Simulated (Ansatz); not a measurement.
**KI: one input, then a changed one**

The structure comes from a relaxation in the same program, started in the zincblende type. Whether it is a known phase or the ground state wasn't checked. The listed cell was then made from it by scaling, straining or moving an atom.

First run: DFT, PBE, PAW with Ansatz's default frozen-core files, scalar-relativistic (Ansatz 0.2.0).

Command: `ansatz run input.yaml --threads 1 --pin off --max-ram 2048MiB --backend cpu --events-out ev --progress --plain --runs-dir out` The run took 11 s on 1 thread of Arm Neoverse V1, with other jobs on the host, peak memory 0.42 GiB.

```yaml
crystal:
  lattice:
    - [0.0, 3.9268444777, 3.9268444777]
    - [3.9268444777, 0.0, 3.9268444777]
    - [3.9268444777, 3.9268444777, 0.0]
  atoms:
    - { symbol: K, position: [0.0, 0.0, 0.0] }
    - { symbol: I, position: [0.25, 0.25, 0.25] }
kpoints:
  mp_grid: { grid: [9, 9, 9] }
scf:
  occupations: { method: fermi_dirac, width: 0.03 }
hamiltonian:
  xc: pbe
  pseudopotentials: { kind: paw }
output:
  forces: true
  stress: true
  eigenvalues: true
  efg: { contact_densities: true }
```

Result: converged; pressure 0.42 GPa; gap on the k mesh 3.98 eV (the mesh can miss the band edges); 7 SCF iterations.

No spin–orbit coupling, which matters for the heavy atoms here.

The input is then changed:

```diff
@@ -8,5 +8,5 @@
     - { symbol: I, position: [0.25, 0.25, 0.25] }
 kpoints:
-  mp_grid: { grid: [9, 9, 9] }
+  mp_grid: { grid: [11, 11, 11], shift: [0.5, 0.5, 0.5] }
 scf:
   occupations: { method: fermi_dirac, width: 0.03 }
@@ -19,3 +19,4 @@
   eigenvalues: true
   efg: { contact_densities: true }
+accuracy: medium
```

Question: What does the second run give?

Answer: It converged; energy at zero smearing 0.0 meV/atom from the first run; pressure 0.42 GPa; gap on the k mesh 4.01 eV (the mesh can miss the band edges); 7 SCF iterations.
